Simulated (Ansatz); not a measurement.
SrF$_{2}$ (fluorite)

```xyz
3
Lattice="0.0000 2.9286 2.9286 2.9286 0.0000 2.9286 2.9286 2.9286 0.0000" Properties=species:S:1:pos:R:3 pbc="T T T"
Sr     0.0000     0.0000     0.0000
F      1.4643     1.4643     1.4643
F      4.3930     4.3930     4.3930
```

The slice is a {110} plane (indices of the conventional cell) through the point (0.250, 0.250, 0.250) (fractional), spanned by u = [100] and v = [1 -1 -1] in vectors of this cell: u (4.14 Å) and v (5.86 Å, at 90° to u). It covers one period; positions are fractions (u, v).

Computed with PBE (plane waves to 420 eV, PAW, scalar-relativistic; Ansatz, an electronic-structure program). k mesh 10×10×10. Near the nuclei the fields are pseudised (PAW); where an atom keeps semicore shells as valence, they peak there. SrF2 was relaxed with its symmetry unable to fall.

Q: What is the valence density on the shortest Sr–F line in this plane (2.54 Å), at its minimum between the atoms?

A: 0.20 e/Å³.

Q: What is the ELF at the density minimum of the shortest Sr–F line in this plane (2.54 Å)?

A: 0.1.

Q: Sketch the electron localisation function (ELF) on this plane as a map.

A: 
```
|xxx987410000000014789xx|
|xx99864100000000146899x|
|99987531000000001357899|
|88876421000000001246788|
|76654210000000000124566|
|33221100000000000011223|
|00000000000000000000000|
|00000000000000000000000|
|00000000000000000000000|
|33221100000000000011223|
|76654210000000000124566|
|88876421000000001246788|
|99987531000000001357899|
|xx99864100000000146899x|
|xxx987410000000014789xx|
|xxx987310000000013789xx|
|xxx986200012210002689xx|
|xx99841013677631014899x|
|99985101479999841015899|
|88862014899999984102688|
|76520037999999997200256|
|3320016999xxxx999610023|
|000002799xxxxxx99720000|
|000003899xxxxxx99830000|
|000002799xxxxxx99720000|
|3320016999xxxx999610023|
|76520027999999997300256|
|88862014899999984102688|
|99985101489999741015899|
|xx99841013677631014899x|
|xxx986200012210002689xx|
|xxx987310000000013789xx|
```
Scale: ten equal steps from 0.00 (start of '0') to 0.87 (end of '9'), in the order '0123456789'. Values: electron localisation function (ELF). The map has 23 points along u (one character each, u = 0 at the left) and 32 along v (v = 0 in the bottom row). Points within 0.5 Å of a nucleus are blanked (x), as the pseudised field means little there.
